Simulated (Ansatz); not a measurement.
Set up this calculation in Ansatz 0.2.0, as the native input.

| Quantity | Value |
| --- | --- |
| Task | single point |
| Functional | PBE |
| Potentials or basis | all-electron LAPW, scalar-relativistic |
| Cutoff | 349 eV (chosen from the basis error) |
| Basis error allowed | 0.001 eV/atom |
| k mesh | 11 × 11 × 11 |
| Occupations | gaussian, width 0.023 eV |
| Spin | collinear spin, ferromagnetic start |
| Starting moments | [3.0, 0.0] μB |

FeO (Wuestite):

```
Fe O
1.0
     0.00000    2.15540    2.15540
     2.15540    0.00000    2.15540
     2.15540    2.15540    0.00000
Fe O
1 1
Direct
  0.00000 0.00000 0.00000
  0.50000 0.50000 0.50000
```

The input as run:

input.yaml

```yaml
crystal:
  lattice:
    - [0.0, 2.1554, 2.1554]
    - [2.1554, 0.0, 2.1554]
    - [2.1554, 2.1554, 0.0]
  atoms:
    - { symbol: Fe, position: [0.0, 0.0, 0.0], spin: 3.0 }
    - { symbol: O, position: [0.5, 0.5, 0.5] }
kpoints:
  mp_grid: { grid: [11, 11, 11] }
scf:
  occupations: { method: gaussian, width: 0.023 }
hamiltonian:
  xc: pbe
  pseudopotentials: { kind: all_electron, lapw: { basis_error: 0.001 } }
magnetization:
  spin_polarized: true
output:
  forces: true
  stress: true
  eigenvalues: true
```

Potentials or basis: all-electron LAPW, scalar-relativistic.

Command:

```sh
$ ansatz run input.yaml --threads 2 --pin off --max-ram 6144MiB --backend cpu --events-out ev --progress --plain --runs-dir out
```

Results of the run:

| Item | Value |
| --- | --- |
| Pressure | -0.4 GPa |
| Band gap on the k mesh | none (metal or under the smearing width) |
| Net moment | 4.00 μB per cell |
| Absolute moment | 4.01 μB per cell |
| Site moments | Fe +3.62; O +0.32 μB |

Caveat: a cell with one magnetic atom can't hold antiferromagnetic order, which such compounds often take; semilocal functionals often make such compounds metallic where correlation or magnetic order opens a gap, which also shifts bond lengths.

Run time: 13 s on 2 threads of Intel(R) Xeon(R) Platinum 8259CL CPU @ 2.50GHz (Skylake/Cascade Lake), on a shared host, peak memory 0.48 GiB.
